Six crystals have lost their names. Each row below gives the computed bulk modulus of a crystal, the pressure needed per unit of relative compression, and its deviation from a measured value. The table leaves out the volumes per atom of the given cells, which are also needed: 10.35 Å³ for row A, 18.01 Å³ for B, 13.63 Å³ for C, 19.73 Å³ for D, 15.85 Å³ for E and 11.68 Å³ for F. The computed modulus comes from density-functional energies at seven volumes around the given cell. The task is to return the names and to judge how far each can be trusted.

Bulk moduli of six crystals from GPAW 26.7.0: Kohn-Sham DFT with the BP86 functional, PAW data sets and plane waves, without spin polarization, spin-orbit coupling or a dispersion correction. Each computed modulus belongs to the energy minimum of a fit to seven volumes, 0.94 to 1.06 times that of the given cell, with Fermi-Dirac smearing of 0.05 eV. Candidates: BP, Ta, W, SiC, BAs, ZnS.

```tsv
row	computed bulk modulus (GPa)	computed over measured, less one (%)
A	208.4	-7.4
B	197.1	1.6
C	128.9	-12.9
D	69.5	-9.6
E	296.1	-3.6
F	158.3	-9.0
```

## (a) Which two rows are the metals, and which metal is which?

**Solution.** Neither the modulus nor the volume settles it alone. Rows A and B have moduli within 6 % of each other, though one may be a hard compound and the other a metal. Rows B and D have volumes within 10 % of each other, yet B is almost three times as stiff. A useful clue has to combine the two quantities.

Write $K$ for the bulk modulus and $V$ for the volume per atom. If the volume changes by a small fraction $x$ from its equilibrium value, the energy rises by $\tfrac12 KVx^2$ per atom. The product $KV$ is therefore an energy per atom, which measures how strongly the electrons resist a given relative change of volume. For row E, with 1 eV/Å³ = 160.2 GPa,

$$KV=\frac{296.1\times 15.85}{160.2}\ \text{eV}=29.3\ \text{eV}.$$

Row B has 22 eV, while none of the other four exceeds 13.5 eV. This points to rows B and E as the metals. Read as compounds, they would have longer bonds than row C and yet be far stiffer, which no candidate explains. One likely reason for the large product is that tantalum and tungsten have five or six valence electrons per atom, many of them in strongly bonding d states, against an average of four in the compounds. The count is only part of it: in their body-centred cubic structure each atom has eight nearest neighbours instead of four, and per nearest-neighbour bond the product of row B lies within the range of the compounds. It is no general mark of a metal, since sodium, with one loosely held electron per atom, is very soft.

The two metals differ by one electron. In a transition metal the d orbitals of neighbouring atoms overlap and spread into a band, whose lower half is bonding and whose upper half is antibonding. Tungsten has one more electron than tantalum, and it still finds room mainly in the bonding half. It pulls the atoms together and makes the crystal harder to compress.

The hydrogen molecule shows the same effect in its simplest form. The ion H₂⁺ has one electron in the bonding orbital and H₂ has two, and the bond of H₂ is shorter and stiffer. The analogy covers only the filling of bonding states. In tungsten the nuclear charge rises as well, which draws the d orbitals inwards.

Row E has 12 % less volume per atom than row B and 1.5 times its modulus. Both differences point the same way, so E is tungsten and B is tantalum. This assignment is sure.

## (b) Which compound belongs to each of the other four rows?

**Solution.** The remaining rows have the zinc-blende structure, in which every atom has four neighbours of the other kind. The volume then fixes the bond length $d$. The cubic cell holds eight atoms, so its edge is $a=(8V)^{1/3}$, and the bond is a quarter of the body diagonal. For row D,

$$d=\frac{\sqrt3}{4}\,(8\times 19.73\ \text{Å}^3)^{1/3}=2.34\ \text{Å}.$$

Rough textbook covalent radii, 1.3 Å for zinc and 1.0 Å for sulfur, add up to 2.3 Å. The other three candidates have clearly smaller sums, so row D is ZnS. It is also the softest row, as suits its long bonds: the bonding electrons are spread through more space and resist compression less. This assignment is sure too.

The largest of the remaining sums, 2.08 Å, belongs to BAs, and the longest remaining bond, 2.07 Å, belongs to row C. For SiC and BP the sums are 1.97 and 1.98 Å. The near tie owes something to rounding the radius of silicon up to 1.2 Å, and less rounded radii are expected to make SiC slightly the shorter. Such radii are good to a few hundredths of an ångström at best, so these sums cannot decide between rows A and F.

A comparison within a family does better. BP and BAs share boron, so an error in its radius drops out when their bonds are compared. What remains is the step from phosphorus to arsenic, about 0.1 Å. The bond in row C is 0.10 Å longer than in row F but 0.18 Å longer than in row A, which makes F the better choice for BP and leaves A for SiC.

Chemistry supports this choice. Carbon attracts electrons much more strongly than silicon, and such a polar bond is usually shorter than the sum of the covalent radii. In BP the two atoms attract electrons almost equally, so little shortening is expected. Row A is also 32 % stiffer than row F. Its shorter bonds suggest a higher modulus under either name, but the size of the step is a further hint: from C to F a bond 5 % shorter brings 23 % more modulus, while from F to A a bond only 4 % shorter brings 32 %. The gentler step from C to F is close to what bond length alone is expected to give, which suits two members of one family and sets A apart.

The assignment of A and F is therefore probable, but less secure than the others. The bond lengths come from the given cells and not from the calculation, so their agreement with the radii identifies the crystals without testing the theory. The names are these:

The rows with their labels:

```tsv
formula	space group	volume of the given cell (Å³/atom)	potentials or basis	wave cutoff (eV)	k-mesh	computed bulk modulus (GPa)	measured bulk modulus (GPa)	source	computed over measured, less one (%)
ZnS	F-43m	19.73	PAW data sets made by gpaw setup for the functional	600	7x7x7	69.5	76.9	arXiv:0911.5022 (2009)	-9.6
BAs	F-43m	13.63	PAW data sets made by gpaw setup for the functional	800	8x8x8	128.9	148	arXiv:1911.11281 (2019)	-12.9
BP	F-43m	11.68	PAW data sets made by gpaw setup for the functional	800	10x10x10	158.3	174	arXiv:1505.05714 (2015)	-9.0
Ta	Im-3m	18.01	PAW data sets made by gpaw setup for the functional	600	11x11x11	197.1	194	arXiv:cond-mat/0403080 (2004)	1.6
SiC	F-43m	10.35	PAW data sets made by gpaw setup for the functional	800	10x10x10	208.4	225	pmc:9505936 (2022)	-7.4
W	Im-3m	15.85	PAW data sets made by gpaw setup for the functional	600	12x12x12	296.1	307	arXiv:1710.07581 (2017)	-3.6
```

All six assignments were right. Among the four compounds, the modulus falls each time the bond gets longer. The step from BP to BAs shows the cause most simply: a larger atom from the same group of the periodic table takes the place of a smaller one, and the lattice becomes softer.

## (c) How do the computed moduli compare with the measured ones, and what makes the difference?

**Solution.** The order of the six crystals is the same in both columns, but the sizes differ. The compounds come out 7 to 13 % too soft. Tungsten is 4 % too soft and tantalum 2 % too stiff.

One cause lies in the volume at which the modulus is taken. Each computed value belongs to the volume of lowest computed energy, and in every row this is larger than the given cell, by 1 to 3 %. Functionals of this gradient-corrected kind often make crystals too large. A stretched crystal is softer, because its bonds have moved towards a less curved part of the energy curve, and the modulus measures that curvature.

The size of the effect can be estimated. In many solids the modulus falls by about 4 % for each per cent of added volume, and the fits of these six runs give factors between 3.8 and 4.4. BAs expands by 3.3 %, which should cost it about $4\times3.3\approx13$ % of its modulus. The slope of the computed pressure at the given volume yields 147 GPa, and at the energy minimum the modulus is 129 GPa, a drop of about 12.5 %. Both moduli come from the same set of runs, so this explains the softening without being an independent test of the functional.

At the given volumes the mean error of the compounds shrinks from −10 % to nearly zero. The single errors do not vanish: BP stays 3 % too soft, and SiC becomes 3 % too stiff. For BP the given cell is the measured one: the experiment's equilibrium volume of 93.45 Å³ for eight atoms is 11.68 Å³ per atom. If the other given cells are as close to the real ones, expansion accounts for most of the shortfall in this group.

The metals tell a different story. At the given volume tantalum is 7 % too stiff and tungsten 4 %. If its given cell is close to the real one, the good value for tantalum at its own minimum comes from two errors that offset each other, a curve that is too stiff and a volume that is too large. It is no sign that the method describes tantalum better than the rest.

Expansion alone does not explain the contrast between the groups either. BP and tungsten expand by the same 1.8 %, yet BP ends 9 % too soft and tungsten only 4 %. The remainder could come from the functional, the atomic data sets, the finite meshes or the measured values. In the two heavy metals it could also come from spin-orbit coupling, which the calculation leaves out. No test here separates these causes. Two metals and four compounds are also too few for a rule about bonding type, and runs that matched measurement poorly had been left out of the data beforehand.

The measured values carry uncertainties of their own. They include the softening by temperature and zero-point motion, which the calculation leaves out; adding it would lower the computed moduli and widen the gap for the compounds. Several are results quoted second-hand in later papers. The value for tungsten was held below an upper limit in its fit, and the one for BP came from a fit with a fixed equilibrium volume.

For practical use, the calculation ranks these six materials correctly. Against the measured values listed here, its moduli for the four compounds are on average about a tenth too low. The printed analysis below lists the products, bond lengths and moduli at the given volume; it uses geometry, textbook radii and the computed pressures and volumes, with no parameter adjusted to these rows.

The analysis program printed:

```
Clues from volume and modulus:
  row  nearest distance in Å  modulus times volume in eV per atom
  ZnS                   2.34                                8.559
  BAs                  2.069                                10.97
   BP                  1.965                                11.54
   Ta                   2.86                                22.16
  SiC                  1.887                                13.46
    W                  2.741                                29.29
Smallest modulus times volume of the metals over the largest of the compounds: 1.646
Modulus of SiC above that of Ta in %: 5.733
Volume per atom of ZnS above that of Ta in %: 9.55
Modulus of Ta over that of ZnS: 2.836
Modulus of W over that of Ta: 1.502
Volume per atom of W below that of Ta in %: 11.99
Sum of rough covalent radii for SiC in Å: 1.97
Sum of rough covalent radii for BP in Å: 1.98
Sum of rough covalent radii for BAs in Å: 2.08
Sum of rough covalent radii for ZnS in Å: 2.3
Bond of BAs longer than that of BP in Å: 0.1038
Bond of BAs longer than that of SiC in Å: 0.1814
Bond of BP longer than that of SiC in Å: 0.07761
Modulus of SiC above that of BP in %: 31.65
After the reveal:
  row  expansion beyond the given cell in %  modulus at the given volume in GPa  its error against measured in %
  ZnS                                 2.234                               76.74                          -0.2032
  BAs                                 3.273                               147.3                          -0.4429
   BP                                 1.827                               169.5                           -2.582
   Ta                                 1.163                               207.1                            6.761
  SiC                                  2.65                               231.5                            2.886
    W                                 1.806                               318.5                            3.744
Mean error of the four compounds at their own minimum in %: -9.725
Mean error of the four compounds at the given volume in %: -0.08543
```
